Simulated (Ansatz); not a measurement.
Ta in Ansatz: the effect of functional

Crystal: Ta.

```
CELL_PARAMETERS angstrom
2.91958 0.00000 0.00000
-1.45979 2.52843 0.00000
0.00000 0.00000 5.20049
ATOMIC_POSITIONS crystal
Ta 0.33333 0.66667 0.25000
Ta 0.66667 0.33333 0.75000
```

This isn't the form of Ta at room conditions, which is bcc.

The cell isn't the ideal one: volume scaled by 1.02.

Alike in all runs:

```yaml
Program: Ansatz 0.2.0
Task: single point
Potentials_or_basis: Ansatz PAW
k_mesh: 11 × 11 × 5
Occupations: fermi-dirac, width 0.05 eV
Spin: no spin polarisation
```

**Question.** One run gave: pressure -10.6 GPa. Which functional did it use?
A. LDA
B. r2SCAN
C. PBEsol

**Answer.** C.

```tsv
functional	cutoff	pressure (GPa)
LDA	420 eV (not typed: the program's choice for these potentials)	-15.1
PBEsol	420 eV (not typed: the program's choice for these potentials)	-10.6
r2SCAN	500 eV (not typed: the program's choice for these potentials)	-7.1
```

Caveats: the PAW data sets come from PBE, with cores solved anew for the run's functional, which leaves a small shift of forces and pressure.

Runs at the PBE level aren't shown here.
